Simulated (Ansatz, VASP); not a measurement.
InSb: VASP beside Ansatz

```
CELL_PARAMETERS angstrom
0.00000 3.10954 2.97997
3.10954 0.00000 2.97997
3.10954 3.10954 0.00000
ATOMIC_POSITIONS crystal
In 0.00000 0.00000 0.00000
Sb 0.75000 0.75000 0.75000
```

Change from the starting cell: strain -0.040 along x and y, -0.080 along z, atoms carried along.

Alike in both runs: task single point; functional PBE; k mesh 12 × 12 × 12; occupations gaussian, width 0.15 eV; no spin polarisation.

|  | VASP | Ansatz |
| --- | --- | --- |
| version | VASP 6.6.1 | Ansatz 0.2.0 |
| potentials or method | VASP PAW PBE potentials, release 64 (In_d, Sb) | scalar-relativistic, plane waves, PAW |
| plane-wave cutoff (eV) | 520 | 420 |
| valence electrons in the cell | 18 | 28 |

```tsv
	VASP	Ansatz	Ansatz less VASP
gap on the k mesh at the Fermi level (eV)	0.56	0.57	+0.017
least direct gap on the mesh (eV)	0.64	0.63	-0.009
pressure (GPa)	15.3	15.3	+0.03
largest component of the traceless stress (GPa)	0.42	0.42	-0.003
```

The two sets of potentials don't hold the same shells in valence.

Caveats: so large a pressure means that the cell lies far from this level's equilibrium, or that cutoff or potentials fall short (VASP); spin-orbit coupling is left out, which moves the levels of the heavy elements. A k mesh can miss the band edges.
